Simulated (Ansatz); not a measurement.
Al under changes of volume

One of the cells (15.895 Å³/atom); the others are scaled copies at fixed shape and fractional positions:

```
Al
1.0
     2.82708    0.00000    0.00000
    -1.41354    2.44832    0.00000
     0.00000    0.00000    9.18599
Al
4
Direct
  0.66667 0.33333 0.75000
  0.00000 0.00000 0.50000
  0.33333 0.66667 0.25000
  0.00000 0.00000 0.00000
```

This isn't the form of Al at room conditions, which is fcc.

| Property | Result |
| --- | --- |
| Program | Ansatz 0.2.0 |
| Functional | r2SCAN |
| Potentials or basis | Ansatz PAW |
| Cutoff | 500 eV (not typed: the program's choice for these potentials) |
| k mesh | 11 × 11 × 3 |
| Occupations | fermi-dirac, width 0.05 eV |
| Spin | no spin polarisation |

| volume (Å³/atom) | energy over the lowest point (meV/atom) | pressure (GPa) |
| --- | --- | --- |
| 14.942 | ? | ? |
| 15.260 | 9.63 | 4.6 |
| 15.578 | 2.76 | 2.4 |
| 15.895 | 0.00 | 0.5 |
| 16.213 | 0.91 | -1.3 |
| 16.531 | 5.08 | -2.8 |
| 16.849 | 12.13 | -4.2 |

What does the run at 14.942 Å³/atom give?

Energy over the lowest point 21.06 meV/atom; pressure 7.0 GPa.

Worked out: A Birch-Murnaghan fit of order 3 (a polynomial in V^(-2/3)) to the other rows has its minimum at 15.97 Å³/atom with B0 = V·E''(V) = 90 GPa and B' = 5.0 at fixed shape and positions, which overstates the stiffness. It gives 21.16 meV/atom at 14.942 Å³/atom, against the run's 21.06, and -dE/dV = 7.1 GPa, against 7.0.

Energies are extrapolated to zero smearing.

Caveats: the PAW data sets come from PBE, with cores solved anew for the run's functional, which leaves a small shift of forces and pressure.
